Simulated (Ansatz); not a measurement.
Runs of Ansatz 0.2.0 on PbF2 (Fluorocronite). Symmetry: Fm-3m, No. 225, cubic system. The conventional cell has a = 5.927 Å, b = 5.927 Å, c = 5.927 Å, α = 90.00°, β = 90.00°, γ = 90.00°. Pb (site symmetry m-3m) has 8 F at 2.57 Å as nearest neighbours. F (site symmetry -43m) has 4 Pb at 2.57 Å as nearest neighbours. 

| task | level | cell | points for each segment of the path | gap on the mesh (eV) | pressure (GPa) | relaxed volume (Å³/atom) |
| --- | --- | --- | --- | --- | --- | --- |
| band structure | LDA | as given | 14 | 4.26 | (c) | - |
| band structure | PBEsol | as given | 14 | (b) | -1.1 | - |
| relaxation of cell and atoms | RPBE+D3(BJ) | relaxed | - | 4.54 | 0.0 | 16.68 |
| relaxation of cell and atoms | revPBE+D4 | relaxed | - | 4.52 | 0.0 | 18.17 |
| relaxation of cell and atoms | revPBE+D3(BJ) | relaxed | - | 4.52 | 0.0 | 17.99 |
| relaxation of cell and atoms | PBEsol+D3(BJ) | relaxed | - | 4.30 | 0.0 | 16.80 |
| relaxation of cell and atoms | LDA | relaxed | - | (d) | 0.0 | (a) |
| relaxation of cell and atoms | RPBE+D4 | relaxed | - | 4.55 | 0.0 | 18.23 |

Alike in all rows: potentials or basis Ansatz PAW; no spin polarisation; k mesh 8 × 8 × 8; cutoff (eV) 420; smearing fermi-dirac 0.05 eV.

**Question.** Estimate the missing entries.

**Answer.** (a) 16.36; (b) 4.31; (c) -4.5; (d) 4.25.

Caveats: spin-orbit coupling is left out, which as a rule narrows the gap of such compounds by several tenths of an eV; the PAW data sets come from PBE, with cores solved anew for the run's functional, which leaves a small shift of forces and pressure; the plane-wave basis is chosen anew once the cell has moved, so the energies of steps on either side of that aren't comparable (some runs).

A k mesh can miss the band edges, and the runs leave out spin-orbit coupling on Pb.

Runs at the PBE level aren't shown here.
